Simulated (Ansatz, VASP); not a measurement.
**One calculation of Al8H, two programs**

```
Al H
1.0
     5.71430    0.00000    0.00000
     0.00000    8.08124    0.00000
     0.00000    0.00000   22.24380
Al H
16 2
Cartesian
  1.4286 2.0203 4.0000
  1.4286 6.0609 4.0000
  4.2857 2.0203 4.0000
  4.2857 6.0609 4.0000
  0.0000 0.0000 5.4286
  0.0000 4.0406 5.4286
  2.8572 0.0000 5.4286
  2.8572 4.0406 5.4286
  1.4286 2.0203 6.9016
  1.4286 6.0609 6.9016
  4.2857 2.0203 6.9016
  4.2857 6.0609 6.9016
  0.0000 0.0000 8.2438
  0.0000 4.0406 8.2438
  2.8572 0.0000 8.2438
  2.8572 4.0406 8.2438
  4.2857 -0.3750 10.2938
  4.2857 0.3750 10.2938
```

Alike in both runs: task single point; functional PBE; k mesh 5 × 4 × 1; occupations gaussian, width 0.1 eV; no spin polarisation.

|  | VASP | Ansatz |
| --- | --- | --- |
| version | VASP 6.6.1 | Ansatz 0.2.0 |
| potentials or method | VASP PAW PBE potentials, release 64 (Al, H) | scalar-relativistic, plane waves, PAW |
| plane-wave cutoff (eV) | 520 | 420 |
| valence electrons in the cell | 50 | 50 |

```tsv
	VASP	Ansatz	Ansatz less VASP
gap on the k mesh at the Fermi level (eV)	none	none	-
rms of the force components (eV/Å)	0.179	0.180	+0.0004
```

Atom by atom the forces differ by 0.002 eV/Å (rms over components). A gap of «none» marks a metal or a gap that the smearing closes. The functional is the same, so the differences come from potentials, cutoffs and numerics.
